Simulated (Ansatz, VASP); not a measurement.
**One calculation of BaS, two programs**

File POSCAR:

```
BaS
1.0
    0.0000000000      3.5884373690      3.5884373690
    3.5884373690      0.0000000000      3.5884373690
    3.5884373690      3.5884373690      0.0000000000
Ba S
1 1
Direct
    0.0000000000      0.0000000000      0.0000000000
    0.2500000000      0.2500000000      0.2500000000
```

INCAR.step1

```
  PREC = Accurate
  ENCUT = 520
  ISMEAR = 0
  SIGMA = 0.01
  LREAL = False
  LASPH = True
  NELM = 100
  NBANDS = 15
  GGA = PE
  ALGO = Normal
  EDIFF = 1E-4
  LWAVE = True
  LCHARG = False
```

INCAR.step2

```
  PREC = Accurate
  ENCUT = 520
  EDIFF = 1E-6
  ISMEAR = 0
  SIGMA = 0.01
  LREAL = False
  LASPH = True
  NELM = 100
  ALGO = Normal
  ISIF = 2
  LWAVE = False
  LCHARG = False
  METAGGA = R2SCAN
  LMIXTAU = True
  NBANDS = 15
  ISTART = 1
```

The input KPOINTS:

```
Automatic mesh
0
Gamma
  6 6 6
```

Input for Ansatz:

```yaml
crystal:
  lattice:
    - [0.0, 3.588437369, 3.588437369]
    - [3.588437369, 0.0, 3.588437369]
    - [3.588437369, 3.588437369, 0.0]
  atoms:
    - { symbol: Ba, position: [0.0, 0.0, 0.0] }
    - { symbol: S, position: [0.25, 0.25, 0.25] }
kpoints:
  mp_grid: { grid: [6, 6, 6] }
hamiltonian:
  xc: r2scan
scf:
  occupations: { method: fixed }
  n_extra_bands: 4
output:
  forces: true
  stress: true
  eigenvalues: true
```

Alike in both runs: task single point; functional r2SCAN; k mesh 6 × 6 × 6; no spin polarisation.

|  | VASP | Ansatz |
| --- | --- | --- |
| version | VASP 6.6.1 | Ansatz 0.2.0 |
| potentials or method | VASP PAW PBE potentials, release 64 (Ba_sv, S) | plane waves, PAW |
| plane-wave cutoff (eV) | 520 | 500 |
| occupations | gaussian, width 0.01 eV | fixed |
| valence electrons in the cell | 16 | 16 |

|  | VASP | Ansatz | Ansatz less VASP |
| --- | --- | --- | --- |
| gap on the k mesh at the Fermi level (eV) | 2.99 | 2.98 | -0.009 |
| pressure (GPa) | -1.2 | -1.5 | -0.33 |

Caveats: the PAW data sets were made with another functional, which shifts forces and pressure a little (VASP); spin-orbit coupling is left out, which moves the levels of the heavy elements. r2SCAN opens gaps a little over a GGA but as a rule still falls short of measured ones. A k mesh can miss the band edges.
